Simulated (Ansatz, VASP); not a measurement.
CdTe: VASP beside Ansatz

INCAR

```
PREC = Accurate
ENCUT = 600
EDIFF = 1E-6
ISMEAR = 0
SIGMA = 0.02
LREAL = False
LASPH = True
NELM = 80
ALGO = Normal
ISIF = 3
LWAVE = False
LCHARG = False
GGA = PE
IBRION = 2
NSW = 100
EDIFFG = -0.005
```

KPOINTS

```
Automatic mesh
0
Gamma
  8 8 8
```

File POSCAR:

```
CdTe
1.0
    0.0000000000      3.3100202335      3.3100202335
    3.3100202335      0.0000000000      3.3100202335
    3.3100202335      3.3100202335      0.0000000000
Cd Te
1 1
Direct
    0.0000000000      0.0000000000      0.0000000000
    0.2500000000      0.2500000000      0.2500000000
```

Input for Ansatz:

```yaml
crystal:
  lattice:
    - [0.0, 3.3100202335, 3.3100202335]
    - [3.3100202335, 0.0, 3.3100202335]
    - [3.3100202335, 3.3100202335, 0.0]
  atoms:
    - { symbol: Cd, position: [0.0, 0.0, 0.0] }
    - { symbol: Te, position: [0.25, 0.25, 0.25] }
basis:
  ecutwfc: 420
kpoints:
  mp_grid: { grid: [8, 8, 8] }
hamiltonian:
  xc: pbe
scf:
  occupations: { method: gaussian, width: 0.02 }
output:
  forces: true
  stress: true
  eigenvalues: true
  write_density: true
  write_potential: true
  elf: true
  volumetric_format: npy
relax:
  adjacent_minimum: "off"
  f_tol: 0.005
  max_steps: 80
  cell: { stress_tol: 0.05 }
```

The cell is a database's computed one.

Alike in both runs: task relaxation of cell and atoms; functional PBE; k mesh 8 × 8 × 8; occupations gaussian, width 0.02 eV; no spin polarisation.

|  | VASP | Ansatz |
| --- | --- | --- |
| version | VASP 6.6.1 | Ansatz 0.2.0 |
| potentials or method | VASP PAW PBE potentials, release 64 (Cd, Te) | scalar-relativistic, plane waves, PAW |
| plane-wave cutoff (eV) | 600 | 420 |
| valence electrons in the cell | 18 | 36 |

VASP gave:

| Property | Result |
| --- | --- |
| gap on the k mesh at the Fermi level, each at its own relaxed structure (eV) | 0.58 |
| relaxed volume (Å³/atom) | 36.32 |
| relaxed cell length with the largest relative difference (Å) | 4.683 |

**Question.** Which values does Ansatz return?

**Answer.** gap on the k mesh at the Fermi level, each at its own relaxed structure (eV): 0.58; relaxed volume (Å³/atom): 36.27; relaxed cell length with the largest relative difference (Å): 4.681.

The two sets of potentials don't hold the same shells in valence.

Caveats: spin-orbit coupling is left out, which moves the levels of the heavy elements.
